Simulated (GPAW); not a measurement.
# BP (F-43m) in GPAW: further runs, part 2 of 2

GPAW 26.7.0. The steps go on from the part before.

## (3) Equation of state, mBEEF

run.py

```python
from ase.eos import EquationOfState
from ase.io import Trajectory, read
from ase.units import GPa
from gpaw import GPAW, PW

atoms = read('BP.xyz')

traj = Trajectory('eos.traj', 'w')
volumes, energies = [], []
for x in [0.94, 0.96, 0.98, 1.0, 1.02, 1.04, 1.06]:
    a = atoms.copy()
    a.set_cell(atoms.cell * x**(1 / 3), scale_atoms=True)
    calc = GPAW(mode=PW(800),
                xc='mBEEF',
                kpts={'size': (10, 10, 10), 'gamma': True},
                occupations={'name': 'fermi-dirac', 'width': 0.05},
                nbands=11,
                convergence={'density': 1e-05, 'energy': 1e-05},
                maxiter=150,
                txt=f'eos-{x:.2f}.txt')
    a.calc = calc
    energies.append(a.get_potential_energy(force_consistent=True))
    volumes.append(a.get_volume())
    p = -a.get_stress()[:3].mean() / GPa
    calc.write(f'eos-{x:.2f}.gpw')
    traj.write(a)
    print(f'{x:.2f} {volumes[-1]:10.4f} A^3 {energies[-1]:14.6f} eV {p:9.3f} GPa', flush=True)

v0, e0, B = EquationOfState(volumes, energies, eos='birchmurnaghan').fit()
print(f'V0 = {v0:.4f} A^3, E0 = {e0:.6f} eV, B0 = {B / GPa:.2f} GPa')
```

BP.xyz

```xyz
2
Lattice="0.0000000000 2.2690000000 2.2690000000 2.2690000000 0.0000000000 2.2690000000 2.2690000000 2.2690000000 0.0000000000" Properties=species:S:1:pos:R:3 pbc="T T T"
P      3.4035000000      3.4035000000      3.4035000000
B      0.0000000000      0.0000000000      0.0000000000
```

Potentials or basis: GPAW PAW data sets (gpaw-data 1.2.1), pw.

On the command line:

```
OMP_NUM_THREADS=1 python run.py
```

Wall time 3 min (1 thread of Intel Xeon 6975P-C (Granite Rapids), shared host); peak memory 0.47 GiB.

Results (log left out):

- Equilibrium volume: 11.59 Å³/atom (rough: see the caveat)
- Bulk modulus: 173 GPa (rough)

Energy against volume, from the lowest point:
```csv
volume (Å³/atom),energy (meV/atom)
10.981,18.30
11.214,6.51
11.448,0.54
11.682,0.00
11.915,4.32
12.149,13.17
12.383,26.11
```

Caveat: the points scatter about the fit; the PAW data sets were made with another functional, which shifts forces and pressure a little.

## (4) Band structure, r2SCAN

run.py

```python
from ase.dft.bandgap import bandgap
from ase.io import read, write
from ase.units import GPa
from gpaw import GPAW, PW

atoms = read('BP.xyz')

calc = GPAW(mode=PW(800),
            xc='MGGA_X_R2SCAN+MGGA_C_R2SCAN',
            kpts={'size': (10, 10, 10), 'gamma': True},
            occupations={'name': 'fermi-dirac', 'width': 0.05},
            nbands=11,
            convergence={'density': 1e-05, 'energy': 1e-05},
            maxiter=150,
            txt='gpaw.txt')
atoms.calc = calc
energy = atoms.get_potential_energy()
forces = atoms.get_forces()
stress = atoms.get_stress()
calc.write('gs.gpw')
write('result.traj', atoms)
print(f'Energy: {energy:.6f} eV')
print('Forces (eV/A):')
print(forces.round(4))
print('Stress (GPa):', (stress / GPa).round(3))
print('Fermi level:', round(calc.get_fermi_level(), 4), 'eV')
print(f'Gap: {bandgap(calc)[0]:.4f} eV, direct: {bandgap(calc, direct=True)[0]:.4f} eV')

path = atoms.cell.bandpath('GXWKGLUWLK,UX', npoints=80, eps=1e-4)
bs_calc = calc.fixed_density(kpts=path, symmetry='off', nbands=19,
                             convergence={'bands': 'CBM+6.0', 'eigenstates': 1e-6}, txt='bands.txt')
bs = bs_calc.band_structure()
bs.write('bs.json')
print(f'Gap on the path: {bandgap(bs_calc)[0]:.4f} eV')
```

BP.xyz is that of step 3.

On the command line:

```
OMP_NUM_THREADS=1 python run.py
```

Wall time 65 s (1 thread of Intel Xeon Platinum 8488C (Sapphire Rapids), shared host); peak memory 0.26 GiB.

Results (log left out):

* Free energy: -17.1284 eV
* Pressure: 0.1 GPa
* Band gap on the k mesh: 1.42 eV, indirect (least direct gap 3.60 eV)
* Band gap along the path: 1.42 eV, indirect (least direct gap 3.60 eV)

Levels at the corners of the path, in eV from the valence-band top:
| point | band 1 | band 2 | band 3 | band 4 | band 5 | band 6 | band 7 | band 8 |
| --- | --- | --- | --- | --- | --- | --- | --- | --- |
| Γ | -16.28 | 0.00 | 0.00 | 0.00 | 3.60 | 3.60 | 3.60 | 7.97 |
| X | -11.12 | -9.14 | -4.36 | -4.36 | 1.51 | 1.89 | 12.95 | 12.95 |
| W | -10.84 | -8.62 | -5.94 | -5.74 | 5.75 | 7.16 | 7.78 | 7.88 |
| K | -11.14 | -8.70 | -6.51 | -3.71 | 2.38 | 6.42 | 10.36 | 11.31 |
| Γ | -16.28 | 0.00 | 0.00 | 0.00 | 3.60 | 3.60 | 3.60 | 7.97 |
| L | -12.79 | -9.52 | -1.87 | -1.87 | 4.10 | 4.98 | 4.98 | 10.93 |
| U | -11.14 | -8.70 | -6.51 | -3.71 | 2.38 | 6.42 | 10.36 | 11.31 |
| W | -10.84 | -8.62 | -5.94 | -5.74 | 5.75 | 7.16 | 7.78 | 7.88 |
| L | -12.79 | -9.52 | -1.87 | -1.87 | 4.10 | 4.98 | 4.98 | 10.93 |
| K | -11.14 | -8.70 | -6.51 | -3.71 | 2.38 | 6.42 | 10.36 | 11.31 |
| U | -11.14 | -8.70 | -6.51 | -3.71 | 2.38 | 6.42 | 10.36 | 11.31 |
| X | -11.12 | -9.14 | -4.36 | -4.36 | 1.51 | 1.89 | 12.95 | 12.95 |

Caveat: the PAW data sets were made with another functional, which shifts forces and pressure a little.

## (5) Equation of state, C09-vdW

run.py

```python
from ase.eos import EquationOfState
from ase.io import Trajectory
from ase.spacegroup import crystal
from ase.units import GPa
from gpaw import GPAW, PW

# P 4c
# B 4a
atoms = crystal(['P', 'B'],
                basis=[[0.25, 0.25, 0.25],
                       [0.0, 0.0, 0.0]],
                spacegroup=216, setting=1,  # F-43m
                cellpar=[4.538, 4.538, 4.538, 90.0, 90.0, 90.0],
                primitive_cell=True)

traj = Trajectory('eos.traj', 'w')
volumes, energies = [], []
for x in [0.94, 0.96, 0.98, 1.0, 1.02, 1.04, 1.06]:
    a = atoms.copy()
    a.set_cell(atoms.cell * x**(1 / 3), scale_atoms=True)
    calc = GPAW(mode=PW(800),
                xc={'name': 'C09-vdW', 'backend': 'libvdwxc'},
                kpts={'size': (10, 10, 10), 'gamma': True},
                occupations={'name': 'fermi-dirac', 'width': 0.05},
                nbands=11,
                convergence={'density': 1e-05, 'energy': 1e-05},
                maxiter=150,
                txt=f'eos-{x:.2f}.txt')
    a.calc = calc
    energies.append(a.get_potential_energy(force_consistent=True))
    volumes.append(a.get_volume())
    calc.write(f'eos-{x:.2f}.gpw')
    traj.write(a)
    print(f'{x:.2f} {volumes[-1]:10.4f} A^3 {energies[-1]:14.6f} eV', flush=True)

v0, e0, B = EquationOfState(volumes, energies, eos='birchmurnaghan').fit()
print(f'V0 = {v0:.4f} A^3, E0 = {e0:.6f} eV, B0 = {B / GPa:.2f} GPa')
```

Potentials or basis: GPAW PAW data sets (gpaw-data 1.2.1), pw.

On the command line:

```
OMP_NUM_THREADS=1 python run.py
```

What it wrote:

```text
__  _  _
 | _ |_)|_||  |
 |__||  | ||/\| - 26.7.0

Input parameters:
  mode=PW(ecut=800.0),
  convergence={'density': 1e-05, 'energy': 1e-05},
  kpts=MonkhorstPack(size=(10, 10, 10), gamma=True),
  maxiter=150,
  nbands=11,
  occupations=Occupations(name='fermi-dirac', width=0.05),
  xc=XC(name='C09-vdW', backend='libvdwxc')

Diagonalizing LCAO Hamiltonian
Converting LCAO to pw mode

           P
       B

Atoms  # Å, Bohr magnetons
|   | symbol |        x |        y |        z |    initial magnetic moments |
|---|--------|----------|----------|----------|-----------------------------|
| 0 |      P | 1.111340 | 1.111340 | 1.111340 | ( 0.0000,  0.0000,  0.0000) |
| 1 |      B | 0.000000 | 0.000000 | 0.000000 | ( 0.0000,  0.0000,  0.0000) |

Unit cell  # Å
| periodic |        x |        y |        z |  lengths |    angles |
|----------|----------|----------|----------|----------|-----------|
[... 173 lines left out ...]
|iter:   3| |   -2.960993 | -1.44 | -0.73 |
|iter:   4| |   -2.954787 | -3.02 | -1.44 |
|iter:   5| |   -2.955189 | -4.09 | -1.95 |
|iter:   6| |   -2.955236 | -5.41 | -2.57 |
|iter:   7| |   -2.955236c| -7.39 | -3.86 |
|iter:   8| |   -2.955236c| -8.81c| -4.44 |
|iter:   9| |   -2.955236c| -9.66c| -5.70c|

Converged in 9 steps
Energy contributions relative to reference atoms: (reference = -9972.403226)

Energy contributions:
  Kinetic:          18.707304
  Coulomb:         -15.691818
  Zero:             -0.035960
  External:          0.000000
  Xc:               -5.934763
  Entropy:          -0.000000
  Spinorbit:         0.000000
  ----------------------------
  Free energy:      -2.955236
  Extrapolated:     -2.955236

dipole moment: (-10.478015, -10.478015, -10.478015)  # |e|*Ang

Fermi level: 9.518
Eigenvalues  # (at kpt = [0.000, 0.000, 0.000])
| band index |      eig [eV] | occ [0-2] |
|------------|---------------|-----------|
|          0 |        -7.025 |     2.000 |
|          1 |         8.973 |     2.000 |
|          2 |         8.973 |     2.000 |
|          3 |         8.973 |     2.000 |
|          4 |        12.478 |     0.000 |
|          5 |        12.478 |     0.000 |
|          6 |        12.478 |     0.000 |
|          7 |        17.389 |     0.000 |
|          8 |        20.863 |     0.000 |
|          9 |        21.178 |     0.000 |
|         10 |        21.178 |     0.000 |

Gap: 1.133 eV
Transition (v -> c):
  (s=0, k=0, n=3, [0.00, 0.00, 0.00]) -> (s=0, k=24, n=4, [0.40, 0.40, 0.00])
Direct/indirect transitions are different
Direct gap: 3.505 eV
Transition at: (s=0, k=0, n=3, [0.00, 0.00, 0.00])
# Writing to eos-0.94.gpw (mode='')
```

Run time: 77 s. Hardware: 1 thread of Intel Xeon Platinum 8488C (Sapphire Rapids), shared host; peak memory 0.3 GiB.

Results:

```yaml
Equilibrium_volume: 11.66 Å³/atom
Bulk_modulus: 167 GPa
Pressure_derivative_of_the_bulk_modulus: 4.0
```

Energy against volume, from the lowest point:
| volume (Å³/atom) | energy (meV/atom) |
| --- | --- |
| 10.981 | 23.04 |
| 11.214 | 9.62 |
| 11.448 | 2.12 |
| 11.682 | 0.00 |
| 11.915 | 2.73 |
| 12.149 | 9.85 |
| 12.383 | 20.92 |

Caveat: the PAW data sets were made with another functional, which shifts forces and pressure a little.

## (6) Against experiment

Step 5. A measured bulk modulus of BP is 179 GPa (300 K; “Equation of state of single-crystal cubic boron phosphide”, 2014, arxiv:1407.1677); the calculated 167 GPa misses it by -6.6 %. 3 values of this kind are on record (173 to 179 GPa); this one was drawn at random among those near their median, those with a stated uncertainty first. The fit is for a static lattice scaled at fixed shape and fixed fractional positions.
